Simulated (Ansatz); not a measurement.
Level of theory: DFT PBE, scalar-relativistic, plane waves, PAW in Ansatz 0.2.0. All cells share a 420 eV cutoff and Γ-centred k meshes spaced at most about 0.3 Å⁻¹ (about 0.25 or finer for metals, 2π included). No spin polarisation.

All energies are static (0 K, no zero-point motion).

Task: Order these relaxed structures of Mg2I by energy, lowest first, with the energy over the lowest of them.
A.

```
Mg I
1.0
     0.00000    3.81778    3.81778
     3.81778    0.00000    3.81778
     3.81778    3.81778    0.00000
Mg I
2 1
Cartesian
  1.9089 1.9089 1.9089
  5.7267 5.7267 5.7267
  0.0000 0.0000 0.0000
```

B.

```
Mg I
1.0
     1.98192    1.14426    6.52769
    -1.98192    1.14426    6.52769
     0.00000   -2.28852    6.52769
Mg I
2 1
Direct
  0.78101 0.78101 0.78101
  0.21899 0.21899 0.21899
  0.00000 0.00000 0.00000
```

C.

```
Mg I
1.0
     6.22195    0.00000    0.00000
     0.00000    6.22195    0.00000
     0.00000    0.00000    3.59195
Mg I
2 1
Cartesian
  0.0000 3.1110 0.0000
  3.1110 0.0000 0.0000
  3.1110 3.1110 0.0000
```

D.

```
Mg I
1.0
     6.47166    0.00000    0.00000
     0.00000    8.39925    0.00000
     0.00000    0.00000    3.80882
Mg I
4 2
Direct
  0.36376 0.86196 0.50000
  0.86376 0.63804 0.00000
  0.63624 0.13804 0.50000
  0.13624 0.36196 0.00000
  0.50000 0.50000 0.50000
  0.00000 0.00000 0.00000
```

Result: B (0 meV/atom), D (257 meV/atom), A (504 meV/atom), C (549 meV/atom). Forms: B anti-cadmium chloride type, R-3m; D Pnnm; A anti-fluorite type, Fm-3m; C P4/mmm. Counting I atoms around Mg (those within 1.25 times the shortest such distance or 1.15 times the sum of covalent radii; the shortest distance is added where it is long for a bond): B has Mg 3; D has Mg 3; A has Mg 4 from 3.3 Å; C has Mg 2. All come from invented guesses.

No dispersion correction is applied, so the spacing and binding between layers, chains or molecules are poorly described (P4/mmm), and this can change margins and order among such cells. Spin–orbit coupling, which can matter for I, is left out. In R-3m, Fm-3m, P4/mmm an odd number of electrons in the primitive cell allows no gap without spin; a larger cell or a magnetic state could open one. Cells relaxed within their symmetry can be saddle points. Some types were kept out of the candidates beforehand, so the set may lack a known form.
